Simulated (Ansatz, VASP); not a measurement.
# LiF in VASP and in Ansatz

Contents of INCAR:

```
ALGO     = Normal         # electronic algorithm
EDIFF    = 1E-6           # SCF threshold, eV
ENCUT    = 520            # plane-wave cutoff, eV
GGA      = CA             # functional
ISIF     = 2              # what is computed and relaxed
ISMEAR   = 0              # smearing method
LASPH    = True           # aspherical terms in the spheres
LCHARG   = False          # write CHGCAR
LREAL    = False          # projectors in reciprocal space
LWAVE    = False          # write WAVECAR
NBANDS   = 12             # bands
NELM     = 100            # most SCF steps
PREC     = Accurate       # precision mode
SIGMA    = 0.05           # smearing width, eV
```

The input KPOINTS:

```
k-points
0
Gamma
  10 10 10
```

File POSCAR:

```
LiF
1.0
    2.5595330000      0.0000000000      0.0000000000
    0.0000000000      2.5595330000      0.0000000000
    0.0000000000      0.0000000000      2.4315563500
Li F
1 1
Direct
    0.0000000000      0.0000000000      0.0000000000
    0.5000000000      0.5000000000      0.5000000000
```

Input for Ansatz:

```yaml
crystal:
  lattice:
    - [2.559533, 0.0, 0.0]
    - [0.0, 2.559533, 0.0]
    - [0.0, 0.0, 2.43155635]
  atoms:
    - { symbol: Li, position: [0.0, 0.0, 0.0] }
    - { symbol: F, position: [0.5, 0.5, 0.5] }
basis:
  ecutwfc: 420
kpoints:
  mp_grid: { grid: [10, 10, 10] }
hamiltonian:
  xc: lda
scf:
  occupations: { method: gaussian, width: 0.05 }
output:
  forces: true
  stress: true
  eigenvalues: true
```

Change from the starting cell: strain +0.000 along x and y, -0.050 along z, atoms carried along.

Alike in both runs: task single point; functional LDA; k mesh 10 × 10 × 10; occupations gaussian, width 0.05 eV; no spin polarisation.

|  | VASP | Ansatz |
| --- | --- | --- |
| version | VASP 6.6.1 | Ansatz 0.2.0 |
| potentials or method | VASP PAW LDA potentials, release 64 (Li_sv, F) | scalar-relativistic, plane waves, PAW |
| plane-wave cutoff (eV) | 520 | 420 |
| valence electrons in the cell | 10 | 10 |

|  | VASP | Ansatz | Ansatz less VASP |
| --- | --- | --- | --- |
| gap on the k mesh at the Fermi level (eV) | 7.44 | 7.44 | +0.002 |
| least direct gap on the mesh (eV) | 8.04 | 8.04 | 0.000 |

 A k mesh can miss the band edges.
